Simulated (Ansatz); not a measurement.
# HfO2 (Fm-3m) in Ansatz: settings compared

Aim: see how the results for HfO2 move with the level of theory and the settings. Levels: HF, r2SCAN50. Tasks: band structure.

Program: Ansatz 0.2.0. These are calculated values, not measurements. Logs are shortened: lines on timing, memory, paths and dates and some standing lists are left out, and cuts for length are marked.

**1. The crystal as given**

Symmetry: Fm-3m, No. 225, cubic system. Conventional cell: a = 5.115 Å, b = 5.115 Å, c = 5.115 Å, α = 90.00°, β = 90.00°, γ = 90.00°. Hf (site symmetry m-3m) has 8 O at 2.21 Å as nearest neighbours. O (site symmetry -43m) is surrounded by 4 Hf at 2.21 Å.

Measurements of this composition are mostly on another form, of space group No. 14.

**2. Band structure, HF**

Contents of input.yaml:

```yaml
crystal:
  lattice:
    - [0.0, 2.5575, 2.5575]
    - [2.5575, 0.0, 2.5575]
    - [2.5575, 2.5575, 0.0]
  atoms:
    - { symbol: Hf, position: [0.0, 0.0, 0.0] }
    - { symbol: O, position: [0.75, 0.75, 0.75] }
    - { symbol: O, position: [0.25, 0.25, 0.25] }
hamiltonian:
  xc: hf
  pseudopotentials: { kind: paw }
kpoints:
  mp_grid: { grid: [5, 5, 5] }
  band_path:
    path:
      - [[0.0, 0.0, 0.0], [0.5, 0.0, 0.5], [0.5, 0.25, 0.75], [0.375, 0.375, 0.75], [0.0, 0.0, 0.0], [0.5, 0.5, 0.5], [0.625, 0.25, 0.625], [0.5, 0.25, 0.75], [0.5, 0.5, 0.5], [0.375, 0.375, 0.75]]
      - [[0.625, 0.25, 0.625], [0.5, 0.0, 0.5]]
    npoints: 4
scf:
  occupations: { method: fermi_dirac, width: 0.05 }
  n_extra_bands: 7
output:
  forces: true
  stress: true
  eigenvalues: true
  fatbands: false
```

Potentials or basis: Ansatz PAW.

On the command line:

```
> ansatz run input.yaml --threads 2 --pin off --max-ram 5632MiB --backend cpu --events-out ev --progress --plain --runs-dir out
```

The program printed:

```text
Warning: output.stress: scf.convergence.dr2_threshold = 1e-7 eV (the SCF's general default) is looser than the 3e-10 eV advised for a printed stress (1e-10 eV for each atom of the cell: 3). What an SCF threshold leaves in a stress goes as its square root, and in the free energy as the threshold itself, and one threshold admits the most on a small cell: of the crystals measured, under no hybrid functional and no lock of the moments, on runs that ended without the residual-converged pass, on stresses that held no estimate of that error, the worst erred by over 100 MPa in a component at 1e-7 eV an atom and by under 5 at 1e-10. Set scf.convergence.dr2_threshold to 3e-10 eV or tighter. The threshold is an SCF's pass mark: one that does not reach it within its budget of iterations ends unconverged, or closes short of it on a stop that the run arms, and scf.convergence.dr2_threshold's page says what that costs each kind of run
Warning: output.stress: scf.exx.energy_threshold = 1e-6 eV is looser than the 3e-8 eV advised for a stress under a hybrid functional (1e-8 eV for each atom of the cell: 3). Every SCF of the exchange loop can meet its threshold on dr2 while the loop round them stops early: no threshold on dr2 bounds what that leaves in the stress. Set scf.exx.energy_threshold to 3e-8 eV or tighter. The threshold is the loop's pass mark: a loop that does not reach it within its budget of cycles ends unconverged, and scf.exx.energy_threshold's page has the law
Warning: RAYON_NUM_THREADS=2 ignored (pool sized by the plan → 2); use --threads N
scf.n_extra_bands = 7 over 19 filled bands (N_el = 38.0): the run solves 26 bands
Engine: ansatz 0.2.0, x86_64-unknown-linux-gnu
Pseudopotentials: kind: paw
Pseudopotential: Hf, paw, valence charge 26, recommended cutoff 420 eV (normal), Hf.paw.azcp
Pseudopotential: O, paw, valence charge 6, recommended cutoff 420 eV (normal), O.paw.azcp
Functional definition: HF
  exchange = exact_x
  correlation = 0
Crystal: 3 atoms, lattice volume = 33.456 Å³
Basis set: ecut = 420 eV, 645 PW (Γ)
Bands: 26, of which v1, the nominal top of the filled ones, is band 19 counted from 1 (18 counted from 0)
Symmetry: 48 space group operations
Space group: Fm-3m (ITA 225), of the structure as read, at distance tolerance 3.2e-5 Å
k-points: 10 of 125
Non-local potential: Hf, projectors of the file, l = 0: 3, l = 1: 2, l = 2: 2, l = 3: 3
Non-local potential: O, projectors of the file, l = 0: 2, l = 1: 2, l = 2: 1
PAW form: soft (Blöchl's): semilocal exchange-correlation on the pseudo side does not see the compensation charge
PAW frozen core: Hf, regenerated for the run's functional, and the local potential with it (the file was generated under x = pbe(κ = 0.804, μ = 0.2195149727645171), c = pbe(β = 0.06672455060314922))
PAW frozen core: O, regenerated for the run's functional, and the local potential with it (the file was generated under x = pbe(κ = 0.804, μ = 0.2195149727645171), c = pbe(β = 0.06672455060314922))
PAW one-centre angular grid: Hf, 590 points (default); XC on 64 Gauss nodes
PAW one-centre angular grid: O, 110 points (default); XC on 64 Gauss nodes
Initial density: superposition of atomic densities (neutral atoms: chi_scale 0, normalization atom), corrected by the library's trained network
Initial wavefunctions: pseudopotential atomic-orbital guess
Functional: x = pbe(κ = 0.804, μ = 0.2195149727645171), c = none, warm-up for x = 0 pbe(κ = 0.804, μ = 0.2195149727645171) + 1 exact, c = none
SCF iter   1: F=—  HF=-16728.345977 eV  |F-HF|=—  |Δ(HF+E_count)|=         —  Δρ=1.88e-2  dr2=1.01e-1  ethr=1.77e-3  ⟨swp⟩=6.5  Hψ=998  notcnv=0
preconditioner: auto → none  [insulator: Δε(μ)=4.372 eV  Ē_g=20.169 eV  σ=0.050 eV  W_gap=1.00  n_scr=14 (ndim 8)  ℏωp=38.5 eV  f_vac=0.066  D(μ)=0.00/eV (n_scr^D=0)]
SCF iter   2: F=—  HF=-16728.334068 eV  |F-HF|=—  |Δ(HF+E_count)|=   1.19e-2  Δρ=1.36e-2  dr2=5.28e-2  ethr=2.67e-4  ⟨swp⟩=4.0  Hψ=696  notcnv=0
iter 3 solved again at ethr=5.48e-7 eV; its pass at ethr=1.39e-4 eV (dr2=2.08e-4 eV) is discarded
SCF iter   3: F=-16728.319848 eV  HF=-16728.319660 eV  |F-HF|=1.88e-4  |Δ(HF+E_count)|=   1.44e-2  Δρ=1.22e-3  dr2=2.10e-4  ethr=5.48e-7  ⟨swp⟩=4.1  Hψ=1236  notcnv=0
SCF 1 stopped early in 3 iterations: F = -16728.319848 eV  dr2 = 2.10e-4
Initial density: handed on by an earlier stage of this run
Initial wavefunctions: those handed on with the density
Functional: x = 0 pbe(κ = 0.804, μ = 0.2195149727645171) + 1 exact, c = none
Frozen-core exchange: fock
SCF iter   1: F=—  HF=-16722.371513 eV  |F-HF|=—  |Δ(HF+E_count)|=         —  Δρ=3.03e-2  dr2=2.97e-1  ethr=5.52e-6  ⟨swp⟩=5.0  Hψ=1234  notcnv=0
preconditioner: auto → none  [insulator: Δε(μ)=14.398 eV  Ē_g=37.598 eV  σ=0.050 eV  W_gap=1.00  n_scr=14 (ndim 8)  ℏωp=38.5 eV  f_vac=0.071  D(μ)=0.00/eV (n_scr^D=0)]
SCF iter   2: F=—  HF=-16721.852313 eV  |F-HF|=—  |Δ(HF+E_count)|=   5.19e-1  Δρ=1.75e-2  dr2=7.38e-2  ethr=5.52e-6  ⟨swp⟩=4.0  Hψ=959  notcnv=0
SCF iter   3: F=—  HF=-16721.821970 eV  |F-HF|=—  |Δ(HF+E_count)|=   3.03e-2  Δρ=4.27e-3  dr2=2.16e-1  ethr=5.52e-6  ⟨swp⟩=4.0  Hψ=771  notcnv=0
SCF iter   4: F=—  HF=-16721.820024 eV  |F-HF|=—  |Δ(HF+E_count)|=   1.95e-3  Δρ=6.43e-4  dr2=2.05e-1  ethr=5.52e-6  ⟨swp⟩=3.0  Hψ=569  notcnv=0
SCF iter   5: F=—  HF=-16722.583849 eV  |F-HF|=—  |Δ(HF+E_count)|=   7.64e-1  Δρ=9.02e-3  dr2=7.11e-2  ethr=1.38e-7  ⟨swp⟩=5.0  Hψ=1131  notcnv=0
SCF iter   6: F=—  HF=-16722.612142 eV  |F-HF|=—  |Δ(HF+E_count)|=   2.83e-2  Δρ=2.37e-3  dr2=4.33e-3  ethr=1.38e-7  ⟨swp⟩=5.0  Hψ=1138  notcnv=0
SCF iter   7: F=-16722.620520 eV  HF=-16722.621254 eV  |F-HF|=7.34e-4  |Δ(HF+E_count)|=   9.11e-3  Δρ=1.61e-3  dr2=1.01e-3  ethr=1.38e-7  ⟨swp⟩=5.0  Hψ=937  notcnv=0
SCF 2 stopped early in 7 iterations: F = -16722.620520 eV  dr2 = 1.01e-3
hybrid outer 1: dexx = +1.124e0 eV, tail = 2.07e-1 eV
Frozen-core exchange: fock
SCF iter   1: F=—  HF=-16722.596672 eV  |F-HF|=—  |Δ(HF+E_count)|=         —  Δρ=1.27e-3  dr2=2.85e-4  ethr=2.72e-3  ⟨swp⟩=2.0  Hψ=520  notcnv=0
preconditioner: auto → none  [insulator: Δε(μ)=14.347 eV  Ē_g=36.988 eV  σ=0.050 eV  W_gap=1.00  n_scr=14 (ndim 8)  ℏωp=38.5 eV  f_vac=0.086  D(μ)=0.00/eV (n_scr^D=0)]
SCF iter   2: F=—  HF=-16722.598027 eV  |F-HF|=—  |Δ(HF+E_count)|=   1.36e-3  Δρ=5.83e-4  dr2=8.05e-5  ethr=2.74e-7  ⟨swp⟩=4.8  Hψ=886  notcnv=0
SCF iter   3: F=-16722.598163 eV  HF=-16722.598169 eV  |F-HF|=5.35e-6  |Δ(HF+E_count)|=   1.41e-4  Δρ=1.47e-4  dr2=5.67e-6  ethr=8.93e-8  ⟨swp⟩=4.0  Hψ=764  notcnv=0
SCF 3 stopped early in 3 iterations: F = -16722.598163 eV  dr2 = 5.67e-6
hybrid outer 2: dexx = +1.487e-3 eV, tail = 6.81e-4 eV, Δε = 1.65e-1 eV (about 3.66e-2 eV left of the loop's levels)
Frozen-core exchange: fock
SCF iter   1: F=—  HF=-16722.598110 eV  |F-HF|=—  |Δ(HF+E_count)|=         —  Δρ=2.06e-4  dr2=5.98e-6  ethr=8.96e-6  ⟨swp⟩=2.9  Hψ=534  notcnv=0
preconditioner: auto → none  [insulator: Δε(μ)=14.331 eV  Ē_g=36.984 eV  σ=0.050 eV  W_gap=1.00  n_scr=14 (ndim 8)  ℏωp=38.5 eV  f_vac=0.086  D(μ)=0.00/eV (n_scr^D=0)]
SCF iter   2: F=—  HF=-16722.598122 eV  |F-HF|=—  |Δ(HF+E_count)|=   1.26e-5  Δρ=1.30e-4  dr2=3.06e-6  ethr=7.31e-9  ⟨swp⟩=4.0  Hψ=796  notcnv=0
SCF iter   3: F=-16722.598122 eV  HF=-16722.598123 eV  |F-HF|=6.68e-7  |Δ(HF+E_count)|=   2.38e-7  Δρ=5.33e-5  dr2=1.21e-6  ethr=6.11e-9  ⟨swp⟩=4.0  Hψ=664  notcnv=0
SCF 4 stopped early in 3 iterations: F = -16722.598122 eV  dr2 = 1.21e-6
hybrid outer 3: dexx = +1.825e-5 eV, tail = 1.30e-5 eV, Δε = 1.04e-2 eV (about 3.96e-3 eV left of the loop's levels)
Frozen-core exchange: fock
SCF iter   1: F=—  HF=-16722.598124 eV  |F-HF|=—  |Δ(HF+E_count)|=         —  Δρ=4.74e-5  dr2=4.51e-7  ethr=1.71e-7  ⟨swp⟩=3.2  Hψ=536  notcnv=0
preconditioner: auto → none  [insulator: Δε(μ)=14.331 eV  Ē_g=36.983 eV  σ=0.050 eV  W_gap=1.00  n_scr=14 (ndim 8)  ℏωp=38.5 eV  f_vac=0.086  D(μ)=0.00/eV (n_scr^D=0)]
SCF iter   2: F=—  HF=-16722.598123 eV  |F-HF|=—  |Δ(HF+E_count)|=   9.96e-8  Δρ=1.30e-5  dr2=3.15e-8  ethr=1.05e-9  ⟨swp⟩=3.9  Hψ=573  notcnv=0
SCF iter   3: F=—  HF=-16722.598123 eV  |F-HF|=—  |Δ(HF+E_count)|=   6.63e-8  Δρ=1.25e-5  dr2=3.82e-8  ethr=6.09e-11  ⟨swp⟩=4.0  Hψ=754  notcnv=0
SCF iter   4: F=-16722.598123 eV  HF=-16722.598123 eV  |F-HF|=5.75e-10  |Δ(HF+E_count)|=   1.56e-8  Δρ=3.10e-6  dr2=1.30e-9  ethr=6.09e-11  ⟨swp⟩=3.1  Hψ=535  notcnv=0
SCF 5 converged in 4 iterations: F = -16722.598123 eV  dr2 = 1.30e-9
  Residual-converged pass: ⟨swp⟩=3.0  Hψ=507  notcnv=0  max |occ|·‖R‖ = 2.4e-6 eV (tolerance 2.4e-6 eV)  dr2=1.30e-9  dr2_onsite=1.71e-10  max |Δocc| = 0.0e0
hybrid outer 4: dexx = +1.476e-7 eV, tail = 5.66e-8 eV, Δε = 1.64e-3 eV (about 3.81e-4 eV left of the loop's levels)
NSCF: frozen V_eff on 42 k-points
hybrid SCF converged: 4 outer / 17 inner (+3 warm-up), last move |dexx| = 1.48e-7 eV, tail = 5.66e-8 eV
Stability not checked: this state was not tested for a lower state beside it, because the functional holds exact exchange (a hybrid, or Hartree-Fock), whose exchange loop this test does not read (fock_operator; see scf.lower_state_search)
Free energy (F): -16722.598123 eV
Frozen-core exchange: fock
Harris-Foulkes:  -16722.598123 eV  (|F-HF|=5.75e-10)
Internal energy: -16722.598123 eV  (E = F + TS)
E sigma→0 (E₀):  -16722.598123 eV
Fermi energy:    17.822132 eV
--- Per-component energies (eV) ---
  E_band       = -371.859449
  E_kinetic    = 762.788318
  E_local      = -5761.187596  (includes V_loc(G=0)·N_el)
  E_nonlocal   = -1216.421552
  E_hartree    = 2629.653174
  E_xc         = 0.000000
  E_vxc        = 0.000000  (∫ρ·V_xc dr)
  E_exx        = -687.453643  (= α·E_x^exact, valence–valence)
  E_paw        = -6811.725410  (= ΣΔE_a)
  E_vpaw       = 1958.556806  (= ΣTr[D̂ρ^β])
  E_aug_tail   = 0.004909  (compensation charges beyond the density's cutoff)
  E_ewald      = -5642.107159
  E_core_change = 3.850824  (= ΣΔE_core)
  E_smearing   = -0.000000  (= −TS)
  E_closure    = 0.000011  (closes the sum)
  Σ components = -16722.598123   (vs F -16722.598123, Δ=0.00e0)
--- Forces (eV/Å), atoms counted from 1 ---
  atom   1  Hf    -0.00000000     0.00000000     0.00000000
  atom   2  O      0.00000000     0.00000000     0.00000000
  atom   3  O      0.00000000     0.00000000     0.00000000
  max |Σ_I F_I| component: 1.30e-18 eV/Å
--- Stress (GPa, compression-positive) ---
       -3.957984      -0.000000       0.000000
       -0.000000      -3.957984      -0.000000
       -0.000000       0.000000      -3.957984
  P = ⅓ Tr σ = -3.9580 GPa (-39.580 kbar)
--- Band table (eV; the first three rows and the last of 10) ---
  k-point 0: bands = ["-60.2677", "-23.1930", "-23.1930", "-23.1930", "-14.2181", "-11.7068", "-10.6825", "-10.6825", "-10.6825", "-10.6401", "-10.6401", "-10.6401", "-9.7573", "4.3384", "4.3384", "4.3384", "10.0630", "10.0630", "10.0630", "25.2549", "25.2549", "26.5424", "32.9224", "32.9224", "32.9224", "35.3831"]
  k-point 1: bands = ["-60.2599", "-23.5094", "-23.2257", "-23.2257", "-13.5718", "-11.7888", "-10.6786", "-10.6786", "-10.6670", "-10.6456", "-10.6456", "-10.6401", "-10.0922", "4.7937", "4.7937", "5.4996", "8.9443", "9.4597", "9.4597", "25.8423", "25.8423", "27.7469", "31.0743", "32.0712", "32.0712", "34.9264"]
  k-point 2: bands = ["-60.2471", "-23.9574", "-23.2782", "-23.2782", "-12.8577", "-11.7227", "-10.6743", "-10.6743", "-10.6724", "-10.6517", "-10.6517", "-10.6400", "-10.3425", "5.6050", "5.6050", "7.1888", "7.3814", "8.6082", "8.6082", "26.1560", "26.1560", "28.1292", "30.7995", "31.5752", "31.5752", "34.4600"]
  k-point 9: bands = ["-60.2395", "-23.8650", "-23.6287", "-23.3838", "-11.9770", "-11.9505", "-10.7038", "-10.6686", "-10.6566", "-10.6536", "-10.6507", "-10.5946", "-10.5681", "4.4619", "5.0939", "6.9515", "8.0776", "9.4575", "10.0702", "25.7185", "26.8401", "28.9188", "29.0391", "30.3297", "33.5633", "36.3417"]
```

It took 76 s on 2 threads of Intel Xeon 6975P-C (Granite Rapids), shared host; peak memory 0.82 GiB.

Results:

```
Free energy             : -16722.5981 eV
Pressure                : -4.0 GPa
Band gap along the path : 13.85 eV, direct
```

Levels at the corners of the path, in eV from the valence-band top:
```csv
point,band 16,band 17,band 18,band 19,band 20,band 21,band 22,band 23
Γ,-6.54,-0.82,-0.82,-0.82,14.37,14.37,15.66,22.04
X,-4.48,-1.77,-1.77,0.00,13.85,16.58,17.36,19.08
W,-3.24,-3.24,-1.56,-0.27,15.04,16.03,17.79,17.79
K,-4.23,-2.63,-1.63,-0.40,14.48,16.36,17.65,18.35
Γ,-6.54,-0.82,-0.82,-0.82,14.37,14.37,15.66,22.04
L,-3.81,-3.38,-2.41,-2.41,15.24,15.24,17.86,18.94
U,-4.23,-2.63,-1.63,-0.40,14.48,16.36,17.65,18.35
W,-3.24,-3.24,-1.56,-0.27,15.04,16.03,17.79,17.79
L,-3.81,-3.38,-2.41,-2.41,15.24,15.24,17.86,18.94
K,-4.23,-2.63,-1.63,-0.40,14.48,16.36,17.65,18.35
U,-4.23,-2.63,-1.63,-0.40,14.48,16.36,17.65,18.35
X,-4.48,-1.77,-1.77,0.00,13.85,16.58,17.36,19.08
```

Caveat: the k mesh is coarse (spacing up to 0.43 Å⁻¹), so the values aren't converged, least of all with exact exchange; the pressure holds a Pulay correction of +0.6 GPa for the finite cutoff; spin-orbit coupling is left out, which moves the levels of the heavy elements; the PAW data sets come from PBE, with cores solved anew for the run's functional, which leaves a small shift of forces and pressure; the thresholds are loose for stress.

**3. Band structure, r2SCAN50**

input.yaml: that of step 2 with these lines changed.

```diff
@@ -10,3 +10,3 @@
 hamiltonian:
-  xc: hf
+  xc: r2scan50
   pseudopotentials: { kind: paw }
```

Potentials or basis: Ansatz PAW.

On the command line:

```
> ansatz run input.yaml --threads 2 --pin off --max-ram 5632MiB --backend cpu --events-out ev --progress --plain --runs-dir out
```

It took 1.9 min on 2 threads of Intel Xeon 6975P-C (Granite Rapids), shared host; peak memory 1 GiB.

Results (log left out):

* Free energy: -16866.3331 eV
* Pressure: -15.0 GPa
* Band gap along the path: 8.65 eV, direct

Levels at the corners of the path, in eV from the valence-band top:
```tsv
point	band 16	band 17	band 18	band 19	band 20	band 21	band 22	band 23
Γ	-6.05	-0.74	-0.74	-0.74	8.96	8.96	10.43	16.04
X	-4.07	-1.72	-1.72	0.00	8.65	10.87	11.73	13.41
W	-2.98	-2.98	-1.55	-0.24	9.77	10.43	12.19	12.19
K	-3.88	-2.51	-1.54	-0.38	9.23	10.73	12.04	12.71
Γ	-6.05	-0.74	-0.74	-0.74	8.96	8.96	10.43	16.04
L	-3.54	-3.14	-2.18	-2.18	9.75	9.75	12.16	13.78
U	-3.88	-2.51	-1.54	-0.38	9.23	10.73	12.04	12.71
W	-2.98	-2.98	-1.55	-0.24	9.77	10.43	12.19	12.19
L	-3.54	-3.14	-2.18	-2.18	9.75	9.75	12.16	13.78
K	-3.88	-2.51	-1.54	-0.38	9.23	10.73	12.04	12.71
U	-3.88	-2.51	-1.54	-0.38	9.23	10.73	12.04	12.71
X	-4.07	-1.72	-1.72	0.00	8.65	10.87	11.73	13.41
```

Caveat: the k mesh is coarse (spacing up to 0.43 Å⁻¹), so the values aren't converged, least of all with exact exchange; so large a pressure means that the cell lies far from this level's equilibrium, or that cutoff or potentials fall short; spin-orbit coupling is left out, which moves the levels of the heavy elements; the PAW data sets come from PBE, with cores solved anew for the run's functional, which leaves a small shift of forces and pressure; the thresholds are loose for stress.
